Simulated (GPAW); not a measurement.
# Pd (Fm-3m) in GPAW: further runs, part 2 of 2

GPAW 26.7.0. The steps go on from the part before.

**3. Relaxation of cell and atoms, PBEsol**

run.py reads:

```python
from ase import Atoms
from ase.filters import FrechetCellFilter
from ase.io import write
from ase.optimize import BFGS
from gpaw import GPAW, PW, setup_paths

setup_paths.insert(0, '.')

atoms = Atoms(['Pd'],
              cell=[[0.0, 1.9465, 1.9465],
                    [1.9465, 0.0, 1.9465],
                    [1.9465, 1.9465, 0.0]],
              scaled_positions=[[0.0, 0.0, 0.0]],
              pbc=True)

calc = GPAW(mode=PW(600),
            xc='PBEsol',
            kpts={'size': (12, 12, 12), 'gamma': True},
            occupations={'name': 'fermi-dirac', 'width': 0.05},
            nbands=17,
            convergence={'density': 1e-05, 'forces': 0.0001},
            maxiter=150,
            txt='gpaw.txt')
atoms.calc = calc
opt = BFGS(FrechetCellFilter(atoms), trajectory='relax.traj', logfile='-')
done = opt.run(fmax=0.02, steps=60)
calc.write('gs.gpw')
write('result.traj', atoms)
print('Converged:', done)
print('Cell:', atoms.cell.cellpar().round(4))
print('Volume:', round(atoms.get_volume(), 4))
print(atoms.get_scaled_positions().round(5))
```

Potentials or basis: PAW data sets generated in the run's folder for this functional, pw.

Launch:

```console
$ gpaw-setup -f PBEsol Pd
$ OMP_NUM_THREADS=1 python run.py
```

gpaw.txt:

```text
__  _  _
 | _ |_)|_||  |
 |__||  | ||/\| - 26.7.0

Input parameters:
  mode=PW(ecut=600.0),
  convergence={'density': 1e-05, 'forces': 0.0001},
  kpts=MonkhorstPack(size=(12, 12, 12), gamma=True),
  maxiter=150,
  nbands=17,
  occupations=Occupations(name='fermi-dirac', width=0.05),
  xc=XC(name='PBEsol')

Diagonalizing LCAO Hamiltonian
Converting LCAO to pw mode

       Pd

Atoms  # Å, Bohr magnetons
|   | symbol |        x |        y |        z |    initial magnetic moments |
|---|--------|----------|----------|----------|-----------------------------|
| 0 |     Pd | 0.000000 | 0.000000 | 0.000000 | ( 0.0000,  0.0000,  0.0000) |

Unit cell  # Å
| periodic |        x |        y |        z |  lengths |    angles |
|----------|----------|----------|----------|----------|-----------|
|      yes | 0.000000 | 1.946500 | 1.946500 | 2.752767 | 60.000000 |
|      yes | 1.946500 | 0.000000 | 1.946500 | 2.752767 | 60.000000 |
|      yes | 1.946500 | 1.946500 | 0.000000 | 2.752767 | 60.000000 |

Number of symmetries: 48
Symmetry operations  # r_c * U_cc + t_c -> r_c
|    | kind |            matrix            |
|----|------|------------------------------|
|  0 |  σ   |  1, 0, 0,  1, 0,-1,  1,-1, 0 |
|  1 |  C2  |  1, 0, 0,  1,-1, 0,  1, 0,-1 |
|  2 |  E   |  1, 0, 0,  0, 1, 0,  0, 0, 1 |
|  3 |  σ   |  1, 0, 0,  0, 0, 1,  0, 1, 0 |
|  4 |  C4  |  1, 0,-1,  1, 0, 0,  1,-1, 0 |
|  5 |  S6  |  1, 0,-1,  1,-1, 0,  1, 0, 0 |
|  6 |  σ   |  1, 0,-1,  0, 1,-1,  0, 0,-1 |
|  7 |  C3  |  1, 0,-1,  0, 0,-1,  0, 1,-1 |
|  8 |  S6  |  1,-1, 0,  1, 0, 0,  1, 0,-1 |
[... 149 lines left out ...]
SCF iterations
|iter     | |      energy | eigst |  dens |force |
|---------|-|-------------|-------|-------|------|
|iter:   1| |   -5.721735 | -0.10 |       |      |
|iter:   2| |   -5.450113 | -2.55 | -0.96 |      |
|iter:   3| |   -4.612339 | -1.42 | -1.01 |      |
|iter:   4| |   -4.601114 | -3.39 | -2.02 |      |
|iter:   5| |   -4.597270 | -3.96 | -2.18 |      |
|iter:   6| |   -4.597277c| -6.31 | -3.58 |      |
|iter:   7| |   -4.597279c| -7.12 | -4.13 |      |
|iter:   8| |   -4.597279c| -7.71c| -4.94 |      |
|iter:   9| |   -4.597279c| -8.53c| -5.58c|      |
|iter:  10| |   -4.597279c| -9.37c| -6.58c|-23.95c|

Converged in 10 steps
Energy contributions relative to reference atoms: (reference = -137160.600186)

Energy contributions:
  Kinetic:          -5.344200
  Coulomb:           0.463659
[... 241 lines left out ...]

Energy contributions:
  Kinetic:          -4.705732
  Coulomb:          -0.058711
  Zero:             -0.148091
  External:          0.000000
  Xc:                0.323351
  Entropy:          -0.019249
  Spinorbit:         0.000000
  ----------------------------
  Free energy:      -4.608432
  Extrapolated:     -4.598808
[... 25 lines left out ...]
No gap
No difference between direct/indirect transitions

Stress tensor  # eV/Ang^3
|         x |         y |        z |
|-----------|-----------|----------|
|  0.003567 | -0.000000 | 0.000000 |
| -0.000000 |  0.003567 | 0.000000 |
|  0.000000 |  0.000000 | 0.003567 |

Forces  # eV/Ang
|        x |       y |        z |
|----------|---------|----------|
| -0.00000 | 0.00000 | -0.00000 |  # Pd   0

Interpolating wave functions to new cell

       Pd

Atoms  # Å, Bohr magnetons
|   | symbol |         x |         y |         z |    initial magnetic moments |
|---|--------|-----------|-----------|-----------|-----------------------------|
| 0 |     Pd | -0.000000 | -0.000000 | -0.000000 | ( 0.0000,  0.0000,  0.0000) |

Unit cell  # Å
| periodic |        x |        y |         z |  lengths |    angles |
|----------|----------|----------|-----------|----------|-----------|
|      yes | 0.000000 | 1.938249 |  1.938249 | 2.741098 | 60.000000 |
|      yes | 1.938249 | 0.000000 |  1.938249 | 2.741098 | 60.000000 |
|      yes | 1.938249 | 1.938249 | -0.000000 | 2.741098 | 60.000000 |

Number of symmetries: 48
Symmetry operations  # r_c * U_cc + t_c -> r_c
|    | kind |            matrix            |
|----|------|------------------------------|
|  0 |  σ   |  1, 0, 0,  1, 0,-1,  1,-1, 0 |
|  1 |  C2  |  1, 0, 0,  1,-1, 0,  1, 0,-1 |
|  2 |  E   |  1, 0, 0,  0, 1, 0,  0, 0, 1 |
|  3 |  σ   |  1, 0, 0,  0, 0, 1,  0, 1, 0 |
|  4 |  C4  |  1, 0,-1,  1, 0, 0,  1,-1, 0 |
|  5 |  S6  |  1, 0,-1,  1,-1, 0,  1, 0, 0 |
|  6 |  σ   |  1, 0,-1,  0, 1,-1,  0, 0,-1 |
|  7 |  C3  |  1, 0,-1,  0, 0,-1,  0, 1,-1 |
|  8 |  S6  |  1,-1, 0,  1, 0, 0,  1, 0,-1 |
[... 149 lines left out ...]
SCF iterations
|iter     | |      energy | eigst |  dens |force |
|---------|-|-------------|-------|-------|------|
|iter:   1| |   -4.599304 | -3.10 |       |      |
|iter:   2| |   -4.599206 | -5.96 | -2.72 |      |
|iter:   3| |   -4.598913c| -5.06 | -2.78 |      |
|iter:   4| |   -4.598917c| -7.06 | -3.64 |      |
|iter:   5| |   -4.598921c| -7.39 | -3.88 |      |
|iter:   6| |   -4.598921c| -8.09c| -4.93 |      |
|iter:   7| |   -4.598921c| -8.06c| -5.17c|      |
|iter:   8| |   -4.598921c| -9.60c| -6.71c|-24.70c|

Converged in 8 steps
Energy contributions relative to reference atoms: (reference = -137160.600186)

Energy contributions:
  Kinetic:          -4.513174
  Coulomb:          -0.216234
  Zero:             -0.147981
  External:          0.000000
  Xc:                0.288050
  Entropy:          -0.019164
  Spinorbit:         0.000000
  ----------------------------
  Free energy:      -4.608503
  Extrapolated:     -4.598921
[... 25 lines left out ...]
No gap
No difference between direct/indirect transitions

Stress tensor  # eV/Ang^3
|         x |         y |         z |
|-----------|-----------|-----------|
| -0.000087 | -0.000000 |  0.000000 |
| -0.000000 | -0.000087 | -0.000000 |
|  0.000000 | -0.000000 | -0.000087 |

Forces  # eV/Ang
|        x |        y |        z |
|----------|----------|----------|
| -0.00000 | -0.00000 | -0.00000 |  # Pd   0

# Writing to gs.gpw (mode='')
```

It took 31 s on 1 thread of Arm Neoverse V1, shared host; peak memory 0.19 GiB.

Results:

```yaml
Free_energy: -4.6085 eV
Relaxed_volume: 14.56 Å³/atom
Relaxed_cell: a = 2.741 Å, b = 2.741 Å, c = 2.741 Å, α = 60.00°, β = 60.00°, γ = 60.00°
Space_group_after_relaxing_to_0.05_Å: Fm-3m (No. 225)
Energy_gained_by_relaxing: 1.6 meV/atom
Ionic_steps: 3
Pressure_after_relaxing: 0.0 GPa
Band_gap_on_the_k_mesh: none (metal or under the smearing width)
```

The path:
| step | energy change (eV) | largest force (eV/Å) | pressure (GPa) | volume (Å³) |
| --- | --- | --- | --- | --- |
| 1 | 0.0000 | 0.0000 | -2.50 | 14.75 |
| 2 | -0.0015 | 0.0000 | -0.57 | 14.61 |
| 3 | -0.0016 | 0.0000 | 0.01 | 14.56 |

Final structure:
```cif
data_structure
_symmetry_space_group_name_H-M 'P 1'
_symmetry_Int_Tables_number 1
_cell_length_a 2.7411
_cell_length_b 2.7411
_cell_length_c 2.7411
_cell_angle_alpha 60.000
_cell_angle_beta 60.000
_cell_angle_gamma 60.000
_cell_volume 14.56
loop_
_atom_site_label
_atom_site_type_symbol
_atom_site_fract_x
_atom_site_fract_y
_atom_site_fract_z
_atom_site_occupancy
Pd1 Pd 0.00000 0.00000 0.00000 1
```

Caveat: later steps reuse the first step's grids.

**4. Relaxation of cell and atoms, PBEsol, target pressure 2 GPa, at which the enthalpy is minimised**

Edit run.py of step 3 so:

```diff
@@ -4,2 +4,3 @@
 from ase.optimize import BFGS
+from ase.units import GPa
 from gpaw import GPAW, PW, setup_paths
@@ -24,3 +25,3 @@
 atoms.calc = calc
-opt = BFGS(FrechetCellFilter(atoms), trajectory='relax.traj', logfile='-')
+opt = BFGS(FrechetCellFilter(atoms, scalar_pressure=2 * GPa), trajectory='relax.traj', logfile='-')
 done = opt.run(fmax=0.02, steps=60)
```

Launch:

```console
$ gpaw-setup -f PBEsol Pd
$ OMP_NUM_THREADS=1 python run.py
```

Run time: 31 s. Hardware: 1 thread of Arm Neoverse V1, shared host; peak memory 0.19 GiB.

It converged, with:

```yaml
Free_energy: -4.6076 eV
Relaxed_volume: 14.42 Å³/atom
Relaxed_cell: a = 2.732 Å, b = 2.732 Å, c = 2.732 Å, α = 60.00°, β = 60.00°, γ = 60.00°
Space_group_after_relaxing_to_0.05_Å: Fm-3m (No. 225)
Energy_change_on_relaxing_the_enthalpy_is_what_falls: -0.9 meV/atom
Ionic_steps: 3
Pressure_after_relaxing: 2.0 GPa
Band_gap_on_the_k_mesh: none (metal or under the smearing width)
```

Step by step:
| step | energy change (eV) | largest force (eV/Å) | pressure (GPa) | volume (Å³) |
| --- | --- | --- | --- | --- |
| 1 | 0.0000 | 0.0000 | -2.50 | 14.75 |
| 2 | -0.0015 | 0.0000 | 1.05 | 14.49 |
| 3 | -0.0009 | 0.0000 | 2.04 | 14.42 |

Final structure:
```
Pd
1.0
     0.00000    1.93203    1.93203
     1.93203    0.00000    1.93203
     1.93203    1.93203    0.00000
Pd
1
Cartesian
  0.0000 0.0000 0.0000
```

Levels at points of the mesh, in eV from the Fermi level:
```
           k point  band 6  band 7  band 8  band 9  band 10  band 11
(0.00, 0.00, 0.00)   -2.94   -2.94   -1.25   -1.25    17.45    22.60
(0.50, 0.50, 0.00)   -0.02    0.33    0.33    3.27    10.97    13.56
(0.50, 0.50, 0.50)   -2.99    0.00    0.00    0.88     7.48    16.76
```

Caveat: later steps reuse the first step's grids.

**5. For comparison**

An earlier run on the cell as given: functional PBEsol; potentials or basis PAW data sets generated in the run's folder for this functional; cutoff 600 eV; basis pw; k mesh 12 × 12 × 12; occupations fermi-dirac, width 0.05 eV; no spin polarisation.

- Pressure: -2.5 GPa
- Band gap on the k mesh: none (metal or under the smearing width)

**6. Overview**

| task | level | potentials or basis | cell | k mesh | maxiter | optimizer | fmax | max steps | convergence | other keys | gap on the mesh (eV) | pressure (GPa) |
| --- | --- | --- | --- | --- | --- | --- | --- | --- | --- | --- | --- | --- |
| single point | PBE | GPAW PAW data sets (gpaw-data 1.2.1), pw | as given | 15 × 15 × 15 | 80 | - | - | - | - | several, not listed | none | 6.9 |
| relaxation of cell and atoms | PBEsol | PAW data sets generated in the run's folder for this functional, pw | relaxed | 12 × 12 × 12 | 150 | BFGS | 0.02 eV/Å | 60 | density=1e-05 forces=0.0001 | - | none | 0.0 |
| relaxation of cell and atoms | PBEsol | PAW data sets generated in the run's folder for this functional, pw | relaxed to 2 GPa | 12 × 12 × 12 | 150 | BFGS | 0.02 eV/Å | 60 | density=1e-05 forces=0.0001 | - | none | 2.0 |
| single point | PBEsol | PAW data sets generated in the run's folder for this functional, pw | as given | 12 × 12 × 12 | 150 | - | - | - | - | - | none | -2.5 |

Alike in all rows: no spin polarisation; cutoff (eV) 600; smearing fermi-dirac 0.05 eV.

Caveats: later steps reuse the first step's grids (some runs).

Absolute energies hang on the potentials; compare differences alone.
